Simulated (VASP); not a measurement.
# Rb (Fm-3m) in VASP: density of states with PBE

Aim: the density of states of Rb with PBE.

Program: VASP 6.6.1. These are calculated values, not measurements. Logs are shortened: lines on timing, memory, paths and dates and some standing lists are left out, and cuts for length are marked.

## 1. Starting point

It takes space group Fm-3m (No. 225, cubic). The conventional cell has a = 7.154 Å, b = 7.154 Å, c = 7.154 Å, α = 90.00°, β = 90.00°, γ = 90.00°.

The cell was built by a generator and needn't be a form met in nature.

## 2. Density of states, PBE

File POSCAR:

```
Rb
1.0
    0.0000000000      3.5768493009      3.5768493009
    3.5768493009      0.0000000000      3.5768493009
    3.5768493009      3.5768493009      0.0000000000
Rb
1
Direct
    0.0000000000      0.0000000000      0.0000000000
```

File INCAR.step1:

```
PREC = Accurate
ENCUT = 520
EDIFF = 1E-7
ISMEAR = 0
SIGMA = 0.05
LREAL = False
LASPH = True
NELM = 60
ALGO = Fast
ISIF = 2
LWAVE = False
LCHARG = True
GGA = PE
NBANDS = 10
```

File KPOINTS.step1:

```
Automatic mesh
0
Gamma
  10 10 10
```

File INCAR.step2:

```
PREC = Accurate
ENCUT = 520
EDIFF = 1E-7
ISMEAR = -5
SIGMA = 0.05
LREAL = False
LASPH = True
NELM = 60
ALGO = Fast
ISIF = 2
LWAVE = False
LCHARG = False
GGA = PE
LORBIT = 10
NEDOS = 2001
ICHARG = 11
```

File KPOINTS.step2:

```
Automatic mesh
0
Gamma
  15 15 15
```

Potentials or basis: VASP PAW PBE potentials, release 64 (Rb_sv).

The run is started by

```sh
$ cat potpaw_PBE.64/Rb_sv/POTCAR > POTCAR
$ cp INCAR.step1 INCAR
$ cp KPOINTS.step1 KPOINTS
$ mpirun -np 1 vasp_std > vasp.out
$ cp INCAR.step2 INCAR
$ cp KPOINTS.step2 KPOINTS
$ mpirun -np 1 vasp_std > vasp.out
```

OUTCAR:

```text
PREC = Accurate
   ENCUT = 520
   EDIFF = 1E-7
   ISMEAR = -5
   LREAL = False
   LASPH = True
   NELM = 60
   ISIF = 2
   GGA = PE
   LORBIT = 10
   ICHARG = 11

 ion  position               nearest neighbor table
   1  0.000  0.000  0.000-

  LATTYP: Found a face centered cubic cell.
 ALAT       =     7.1536986018

  Lattice vectors:

 A1 = (   0.0000000000,   3.5768493009,   3.5768493009)
 A2 = (   3.5768493009,   0.0000000000,   3.5768493009)
 A3 = (   3.5768493009,   3.5768493009,   0.0000000000)

Analysis of symmetry for initial positions (statically):
=====================================================================
 Subroutine PRICEL returns:
 Original cell was already a primitive cell.

 Routine SETGRP: Setting up the symmetry group for a
 face centered cubic supercell.

 Subroutine GETGRP returns: Found 48 space group operations
 (whereof 48 operations were pure point group operations)
 out of a pool of 48 trial point group operations.

The static configuration has the point symmetry O_h .

Analysis of symmetry for dynamics (positions and initial velocities):
=====================================================================
 Subroutine PRICEL returns:
 Original cell was already a primitive cell.

 Routine SETGRP: Setting up the symmetry group for a
 face centered cubic supercell.

 Subroutine GETGRP returns: Found 48 space group operations
 (whereof 48 operations were pure point group operations)
 out of a pool of 48 trial point group operations.

The dynamic configuration has the point symmetry O_h .

 Subroutine INISYM returns: Found 48 space group operations
 (whereof 48 operations are pure point group operations),
 and found     1 'primitive' translations

----------------------------------------------------------------------------------------

                                     Primitive cell

  volume of cell :      91.5234

  direct lattice vectors                    reciprocal lattice vectors
     0.000000000  3.576849301  3.576849301    -0.139787829  0.139787829  0.139787829
     3.576849301  0.000000000  3.576849301     0.139787829 -0.139787829  0.139787829
     3.576849301  3.576849301  0.000000000     0.139787829  0.139787829 -0.139787829

  length of vectors
     5.058428792  5.058428792  5.058428792     0.242119623  0.242119623  0.242119623

  position of ions in fractional coordinates (direct lattice)
     0.000000000  0.000000000  0.000000000

  ion indices of the primitive-cell ions
   primitive index   ion index
                 1           1

----------------------------------------------------------------------------------------

 KPOINTS: Automatic mesh

Automatic generation of k-mesh.
 Grid dimensions read from file:
 generate k-points for:   15   15   15

 Generating k-lattice:

  Cartesian coordinates                     Fractional coordinates (reciprocal lattice)
    -0.009319189  0.009319189  0.009319189     0.066666667  0.000000000  0.000000000
     0.009319189 -0.009319189  0.009319189     0.000000000  0.066666667  0.000000000
     0.009319189  0.009319189 -0.009319189     0.000000000  0.000000000  0.066666667

  Length of vectors
     0.016141308  0.016141308  0.016141308

  Shift w.r.t. Gamma in fractional coordinates (k-lattice)
     0.000000000  0.000000000  0.000000000

 TETIRR: Found    484 inequivalent tetrahedra from    20250

 Subroutine IBZKPT returns following result:
 ===========================================

 Found    120 irreducible k-points:

 Following reciprocal coordinates:
            Coordinates               Weight
  0.000000  0.000000  0.000000      1.000000
  0.066667  0.000000  0.000000      8.000000
  0.133333  0.000000  0.000000      8.000000
  0.200000  0.000000  0.000000      8.000000
  0.266667  0.000000  0.000000      8.000000
  0.333333  0.000000  0.000000      8.000000
[... 16 lines left out ...]
  0.133333  0.133333  0.000000      6.000000
  0.200000  0.133333  0.000000     24.000000
 [... further k-points ...]
   k-points           NKPTS =    120   k-points in BZ     NKDIM =    120   number of bands    NBANDS=      8
   number of dos      NEDOS =   2001   number of ions     NIONS =      1
   total plane-waves  NPLWV =  64000
   dimension x,y,z NGX =    40 NGY =   40 NGZ =   40
   dimension x,y,z NGXF=    80 NGYF=   80 NGZF=   80
   ions per type =               1
   NGX,Y,Z   is equivalent  to a cutoff of  13.15, 13.15, 13.15 a.u.
   NGXF,Y,Z  is equivalent  to a cutoff of  26.29, 26.29, 26.29 a.u.
 SYSTEM =  unknown system
   PREC   = accura    normal or accurate (medium, high low for compatibility)
   ISTART =      0    job   : 0-new  1-cont  2-samecut
   ICHARG =     11    charge: 1-file 2-atom 10-const
   ISPIN  =      1    spin polarized calculation?
   LNONCOLLINEAR =      F non collinear calculations
   LSORBIT =      F    spin-orbit coupling
   LASPH  =      T    aspherical Exc in radial PAW
   ENCUT  =  520.0 eV  38.22 Ry    6.18 a.u.   9.41  9.41  9.41*2*pi/ulx,y,z
   NELM   =     60;   NELMIN=  2; NELMDL=  0     # of ELM steps
   EDIFF  = 0.1E-06   stopping-criterion for ELM
   LREAL  =      F    real-space projection
   EDIFFG = 0.1E-05   stopping-criterion for IOM
   NSW    =      0    number of steps for IOM
   IBRION =     -1    ionic relax: 0-MD 1-quasi-New 2-CG
   NFREE  =      0    steps in history (QN), initial steepest desc. (CG)
   ISIF   =      2    stress and relaxation
   ISYM   =      2    0-nonsym 1-usesym 2-fastsym
   POTIM  = 0.5000    time-step for ionic-motion
   TEBEG  =    0.0;   TEEND  =   0.0 temperature during run
   PSTRESS=    0.0 pullay stress
   NELECT =       9.0000    total number of electrons
   NUPDOWN=      -1.0000    fix difference up-down
   EMIN   =  10.00;   EMAX   =-10.00  energy-range for DOS
   EFERMI =   0.00;   METHOD = LEGACY
   ISMEAR =    -5;   SIGMA  =   0.05  broadening in eV -4-tet -1-fermi 0-gaus
   EFERMI_NEDOS =   21; number of points for ismear=-14 and -15
   IALGO  =     68    algorithm
   IMIX   =      4    mixing-type and parameters
     AMIX     =   0.40;   BMIX     =  1.00
     AMIX_MAG =   1.60;   BMIX_MAG =  1.00
  volume/ion in A,a.u.               =      91.52       617.63
  Fermi-wavevector in a.u.,A,eV,Ry     =   0.755634  1.427942  7.768699  0.570983
  Thomas-Fermi vector in A             =   1.853573
   LORBIT       =     10    0 simple, 1 ext, 2 COOP (PROOUT), +10 PAW based schemes
   GGA     = PE    functional components
   LHFCALC =     F    Hartree Fock is set to
   AEXX    =    0.0000 exact exchange contribution
   IVDW    =     0    specifies the selected vdW correction
   LEPSILON=     F    determine dielectric tensor
   LRPA    =     F    only Hartree local field effects (RPA)
 non-spin polarized calculation
 RMM-DIIS sequential band-by-band and
 Fermi weights with tetrahedron method with Bloechl corrections
  energy-cutoff  :      520.00
  volume of cell :       91.52
 maximum number of plane-waves:      2493
 NGX is ok and might be reduce to    40

 number of electron       9.0000000 magnetization

 Free energy of the ion-electron system (eV)
  ---------------------------------------------------
  ext. energy  EPLUGINS =         0.00000000
  ---------------------------------------------------
  free energy    TOTEN  =        -0.93657687 eV

  energy without entropy =       -0.93657687  energy(sigma->0) =       -0.93657687

 E-fermi :   0.0133     XC(G=0):  -5.4517

 val. band max:       -0.0489148177   @ k =  -0.3333   0.2000   0.0000
 cond. band min:       0.0106122368   @ k =  -0.2000   0.3333   0.1333
 fundamental gap:      0.0595270545
 Fermi energy:         0.0133405184

 k-point     1 :       0.0000    0.0000    0.0000
  band No.  band energies     occupation
      1     -28.9011      2.00000
      2     -12.9451      2.00000
      3     -12.9451      2.00000
      4     -12.9451      2.00000
      5      -1.9661      2.00000
      6       3.5872      0.00000
      7       3.5872      0.00000
      8       3.5872      0.00000

 k-point     2 :       0.0667    0.0000    0.0000
  band No.  band energies     occupation
      1     -28.9009      2.00000
      2     -12.9492      2.00000
      3     -12.9456      2.00000
      4     -12.9456      2.00000
      5      -1.9166      2.00000
      6       3.4398      0.00000
      7       3.6097      0.00000
      8       3.6097      0.00000

 k-point     3 :       0.1333    0.0000    0.0000
  band No.  band energies     occupation
      1     -28.9005      2.00000
      2     -12.9607      2.00000
      3     -12.9472      2.00000
      4     -12.9472      2.00000
      5      -1.7700      2.00000
      6       3.0875      0.00000
      7       3.6603      0.00000
      8       3.6603      0.00000

 k-point     4 :       0.2000    0.0000    0.0000
  band No.  band energies     occupation
      1     -28.8998      2.00000
      2     -12.9775      2.00000
      3     -12.9495      2.00000
      4     -12.9495      2.00000
      5      -1.5320      2.00000
      6       2.6496      0.00000
      7       3.6839      0.00000
      8       3.6839      0.00000

 k-point     5 :       0.2667    0.0000    0.0000
  band No.  band energies     occupation
      1     -28.8991      2.00000
      2     -12.9966      2.00000
      3     -12.9521      2.00000
      4     -12.9521      2.00000
      5      -1.2124      2.00000
      6       2.1794      0.00000
      7       3.6290      0.00000
      8       3.6290      0.00000
[... 177 lines left out ...]
 k-point    22 :      -0.0667    0.0667    0.0000
  band No.  band energies     occupation
      1     -28.9007      2.00000
      2     -12.9549      2.00000
      3     -12.9481      2.00000
      4     -12.9459      2.00000
      5      -1.8348      2.00000
      6       3.2558      0.00000
      7       3.5901      0.00000
      8       3.6683      0.00000

 k-point    23 :       0.1333    0.1333    0.0000
  band No.  band energies     occupation
      1     -28.9003      2.00000
      2     -12.9602      2.00000
      3     -12.9507      2.00000
      4     -12.9507      2.00000
      5      -1.7051      2.00000
      6       3.0805      0.00000
      7       3.6477      0.00000
      8       3.6477      0.00000

 k-point    24 :       0.2000    0.1333    0.0000
  band No.  band energies     occupation
      1     -28.8998      2.00000
      2     -12.9712      2.00000
      3     -12.9536      2.00000
      4     -12.9528      2.00000
      5      -1.5305      2.00000
      6       2.8194      0.00000
      7       3.6139      0.00000
      8       3.6821      0.00000

 [... further k-points ...]

------------------------ aborting loop because EDIFF is reached ----------------------------------------

  FORCE on cell =-STRESS in cart. coord.  units (eV):
  Direction    XX          YY          ZZ          XY          YZ          ZX
  --------------------------------------------------------------------------------------
  -------------------------------------------------------------------------------------
  Total       -0.0063346     -0.0063346     -0.0063346     -0.0000000     -0.0000000      0.0000000
  in kB       -0.1108914     -0.1108914     -0.1108914     -0.0000000     -0.0000000      0.0000000
  external PRESSURE =      -0.1108914 kB  Pullay stress =       0.0000000 kB

 VOLUME and BASIS-vectors are now :
 -----------------------------------------------------------------------------
  energy-cutoff  :      520.00
  volume of cell :       91.52
      direct lattice vectors                 reciprocal lattice vectors
     0.000000000  3.576849301  3.576849301    -0.139787829  0.139787829  0.139787829
     3.576849301  0.000000000  3.576849301     0.139787829 -0.139787829  0.139787829
     3.576849301  3.576849301  0.000000000     0.139787829  0.139787829 -0.139787829

 POSITION                                       TOTAL-FORCE (eV/Angst)
 -----------------------------------------------------------------------------------
      0.00000      0.00000      0.00000        -0.000000     -0.000000     -0.000000
 -----------------------------------------------------------------------------------
    total drift:                                0.000000      0.000000      0.000000

  FREE ENERGIE OF THE ION-ELECTRON SYSTEM (eV)
  ---------------------------------------------------
  free  energy   TOTEN  =        -0.9365768732 eV

  energy  without entropy=       -0.9365768732  energy(sigma->0) =       -0.93657687

 total charge

# of ion       s       p       d       tot
------------------------------------------
    1        1.964   5.321   0.005   7.290
```

It took 71 s on 1 thread of Intel Xeon Platinum 8488C (Sapphire Rapids), shared host; peak memory 0.27 GiB.

Results:

- Valence electrons inside the program's atomic spheres: Rb 7.29

Levels at points of the mesh, in eV from the Fermi level:
```tsv
k point	band 3	band 4	band 5	band 6	band 7	band 8
(0.00, 0.00, 0.00)	-12.96	-12.96	-1.98	3.57	3.57	3.57
```

States per cell in windows of 1 eV (zero at the Fermi level; states under -8 eV left out):
| from (eV) | total | Rb1_d | Rb1_p | Rb1_s |
| --- | --- | --- | --- | --- |
| -8.0 | 0.00 | 0.00 | 0.00 | 0.00 |
| -7.0 | 0.00 | 0.00 | 0.00 | 0.00 |
| -6.0 | 0.00 | 0.00 | 0.00 | 0.00 |
| -5.0 | 0.00 | 0.00 | 0.00 | 0.00 |
| -4.0 | 0.00 | 0.00 | 0.00 | 0.00 |
| -3.0 | 0.00 | 0.00 | 0.00 | 0.00 |
| -2.0 | 0.31 | 0.00 | 0.00 | 0.01 |
| -1.0 | 0.69 | 0.01 | 0.02 | 0.02 |
| 0.0 | 1.16 | 0.03 | 0.03 | 0.02 |
| 1.0 | 1.92 | 0.13 | 0.05 | 0.01 |
| 2.0 | 1.50 | 0.18 | 0.02 | 0.01 |
| 3.0 | 2.36 | 0.41 | 0.03 | 0.03 |
| 4.0 | 0.05 | 0.00 | 0.00 | 0.00 |
| 5.0 | 0.00 | 0.00 | 0.00 | 0.00 |

Caveat: tetrahedron occupations give inexact forces and stress in metals.
